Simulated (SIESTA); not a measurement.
## BaTiO3 in SIESTA: convergence with real-space mesh cutoff

The system is BaTiO3.

```
Ba Ti O
1.0
     3.99980    0.00000    0.00000
     0.00000    3.99980    0.00000
     0.00000    0.00000    4.01800
Ba Ti O
1 1 3
Direct
  0.99557 0.99064 0.00350
  0.50254 0.49192 0.46877
  0.47922 0.51432 0.00641
  0.50273 0.00330 0.50938
  0.01995 0.49981 0.53994
```

The cell isn't the ideal one: all atoms moved at random.

- Program: SIESTA 5.4.2
- Task: single point
- Functional: PBEsol
- Potentials or basis: PseudoDojo 0.4 standard (PBEsol files)
- Basis: DZP (energy shift 0.003 Ry; two zetas on semicore shells; d shell added on Ba)
- Grid cutoff: 100 Ry
- Energy shift: 0.003 Ry
- k mesh: 5 × 5 × 5
- Occupations: fermi-dirac, width 0.05 eV
- Spin: no spin polarisation

These are the settings of the first run; the series varies real-space mesh cutoff, with any setting tied to it.

Hardware: 1 thread of AMD EPYC 7R43 64-Core Processor (Zen 3), with other jobs on the host.

```tsv
real-space mesh cutoff	energy less the tightest run, at zero smearing (meV/atom)	pressure (GPa)	SCF cycles	CPU time (s)	peak memory (GiB)
100 Ry	-0.09	-0.91	10	48	0.21
150 Ry	-0.09	-0.91	10	51	0.21
200 Ry	0.15	-1.00	10	58	0.23
300 Ry	0.04	-0.96	10	88	0.28
400 Ry	0.03	-0.96	10	80	0.3
500 Ry	0.02	-0.97	10	99	0.34
700 Ry	0.01	-0.94	10	130	0.42
900 Ry	0.00	-0.95	10	220	0.65
1200 Ry	0.00	-0.95	10	280	0.84
```

Against the tightest run, the energy stays within 1 meV/atom from 100 Ry on; the pressure stays within 0.1 GPa from 100 Ry on. Values are those asked for, which the program may round to a finer grid. The tightest run that finished is the yardstick and may itself not be fully converged.

Caveat, for the tightest run too: this set's barium file shifts pressures by up to 1 GPa against other sets; the basis of atomic orbitals isn't converged, which shifts pressures, moduli and gaps.
